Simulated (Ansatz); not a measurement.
## Zone-centre phonons of NbN at 20 GPa: input and output

Computed with DFT PBE, scalar-relativistic, plane waves, PAW (Ansatz 0.2.0).

Launched with:
```bash
ansatz run input.yaml --threads 1 --pin off --max-ram 3072MiB --backend cpu --events-out ev --progress --plain --runs-dir out
```

Input (bare energies are in eV):
```yaml
crystal:
  lattice:
    - [0.0, 2.1694462625, 2.1694462625]
    - [2.1694462625, 0.0, 2.1694462625]
    - [2.1694462625, 2.1694462625, 0.0]
  atoms:
    - { symbol: Nb, position: [0.5, 0.5, 0.5] }
    - { symbol: "N", position: [0.0, 0.0, 0.0] }
basis:
  ecutwfc: 420
kpoints:
  mp_grid: { grid: [16, 16, 16] }
hamiltonian:
  xc: pbe
scf:
  occupations: { method: fermi_dirac, width: 0.15 }
output:
  eigenvalues: true
phonons:
  method: dfpt
  eigenvectors: true
```

The end of the output:
```
--- Phonons (Γ-DFPT): 2 representative perturbations + reference, on 349 of 4096 k-points (Σ response iterations 6) ---
  k mesh reduced under 8 symmetry operations, with k and −k counted as one. Each operation leaves every solved perturbation unchanged. A smaller set is not used because it would not reduce the number of displacements ...
  ASR residual: 1.805e-3 → 0.000e0 eV/Å²; symmetrization residual: 1.624e-6 eV/Å²
  ASR residual per site (eV/Å²): 1.81e-3 2.12e-4
  Γ frequencies (cm⁻¹): 0.00 0.00 0.00 448.18 448.18 448.18
  non-analytic LO–TO correction: not included (Born effective charges unavailable; polar crystals: no LO–TO splitting at Γ)
```

Time: 32 s on 1 thread of Intel(R) Xeon(R) Platinum 8259CL CPU @ 2.50GHz (Skylake/Cascade Lake), on a shared host, peak memory 0.65 GiB.

In a metal, frequencies and elastic constants depend on the k mesh and the smearing, soft modes and shear constants most. Other phases may be more stable at this pressure.